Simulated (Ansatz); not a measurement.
Stackings of close-packed layers of SiC (tetrahedral net, letters for double layers), each relaxed to a stress under 0.05 GPa; h and k mark layers whose two neighbours have the same or different letters; energies count from the stacking AB (P6_3mc).

All numbers below come from DFT PBE, scalar-relativistic, plane waves, PAW in Ansatz.

Plane waves to 420 eV, a k mesh through Γ of 12×12×2 on the computed 14-atom cell and Gaussian smearing (0.02 eV); no spin polarisation.

Start (ABCABCB (hkkkkhk)):

```yaml
crystal:
  lattice:
    - [3.09194, 0.00000, 0.00000]
    - [-1.54597, 2.67770, 0.00000]
    - [0.00000, 0.00000, 17.76002]
  atoms:
    - { symbol: Si, position: [0.00000, 0.00000, 0.00000] }
    - { symbol: C, position: [0.00000, 0.00000, 0.10714] }
    - { symbol: Si, position: [0.33333, 0.66667, 0.14286] }
    - { symbol: C, position: [0.33333, 0.66667, 0.25000] }
    - { symbol: Si, position: [0.66667, 0.33333, 0.28571] }
    - { symbol: C, position: [0.66667, 0.33333, 0.39286] }
    - { symbol: Si, position: [0.00000, 0.00000, 0.42857] }
    - { symbol: C, position: [0.00000, 0.00000, 0.53571] }
    - { symbol: Si, position: [0.33333, 0.66667, 0.57143] }
    - { symbol: C, position: [0.33333, 0.66667, 0.67857] }
    - { symbol: Si, position: [0.66667, 0.33333, 0.71429] }
    - { symbol: C, position: [0.66667, 0.33333, 0.82143] }
    - { symbol: Si, position: [0.33333, 0.66667, 0.85714] }
    - { symbol: C, position: [0.33333, 0.66667, 0.96429] }
```

**Question.** What does the relaxation give?

**Answer.** The free energy falls by 0 meV/atom.

* excess energy (meV/atom): -3.3
* spacing of like layers (Å): 2.531
* a (Å): 3.095
* gap on the mesh (eV): 1.67

Relaxed structure:
```xyz
14
Lattice="3.0953 0.0000 0.0000 -1.5476 2.6806 0.0000 0.0000 0.0000 17.7160" Properties=species:S:1:pos:R:3 pbc="T T T"
Si    0.0000    0.0000    0.0010
C     0.0000    0.0000    1.9043
Si    0.0000    1.7870    2.5331
C     0.0000    1.7870    4.4309
Si    1.5476    0.8935    5.0619
C     1.5476    0.8935    6.9603
Si    0.0000    0.0000    7.5909
C     0.0000    0.0000    9.4895
Si    0.0000    1.7870   10.1196
C     0.0000    1.7870   12.0175
Si    1.5476    0.8935   12.6525
C     1.5476    0.8935   14.5559
Si    0.0000    1.7870   15.1843
C     0.0000    1.7870   17.0816
```

Time: 2.1 min on 1 thread of Arm Neoverse V2, with other jobs on the host, peak memory 0.46 GiB.